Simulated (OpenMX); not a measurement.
The system is PtS2.

```
Pt S
1.0
     3.54320    0.00000    0.00000
    -1.77160    3.06850    0.00000
     0.00000    0.00000    5.03880
Pt S
1 2
Cartesian
  0.0000 0.0000 0.0000
  1.7716 1.0228 3.8950
  0.0000 2.0457 1.1438
```

Base run:

| Item | Value |
| --- | --- |
| Program | OpenMX 3.8.5 |
| Functional | PBE |
| Potentials or basis | OpenMX 2013 PBE set, Pt7.0-s3p2d2f1, S7.0-s2p2d1f1, grid cutoff 400 Ry |
| k mesh | 7 × 7 × 5 |
| Occupations | fermi-dirac, width 0.05 eV |
| Spin | no spin polarisation |

Its results: band gap on the k mesh 0.88 eV, indirect (least direct gap 1.16 eV); pressure 14.5 GPa; largest force 1.621 eV/Å.

Task: After a change of settings the same cell gave: band gap on the k mesh 0.83 eV, indirect (least direct gap 1.14 eV); pressure 16.9 GPa; largest force 2.013 eV/Å. Which change was it?
A. potentials or basis from OpenMX 2013 PBE set, Pt7.0-s3p2d2f1, S7.0-s2p2d1f1, grid cutoff 400 Ry to OpenMX 2013 PBE set, Pt7.0-s3p2d2f2, S7.0-s3p2d2f1, grid cutoff 400 Ry; k mesh from 7 × 7 × 5 to 9 × 9 × 5
B. potentials or basis from OpenMX 2013 PBE set, Pt7.0-s3p2d2f1, S7.0-s2p2d1f1, grid cutoff 400 Ry to OpenMX 2013 PBE set, Pt7.0-s3p2d2, S7.0-s2p2d1, grid cutoff 400 Ry
C. k mesh from 7 × 7 × 5 to 9 × 9 × 5

Result: B.

Caveats: spin-orbit coupling is left out, which moves the levels of the heavy elements; the basis of atomic orbitals isn't converged, which shifts pressures, moduli and gaps; forces of over 1 eV/Å show positions far from the minimum, so gaps and moduli don't describe the material at rest.
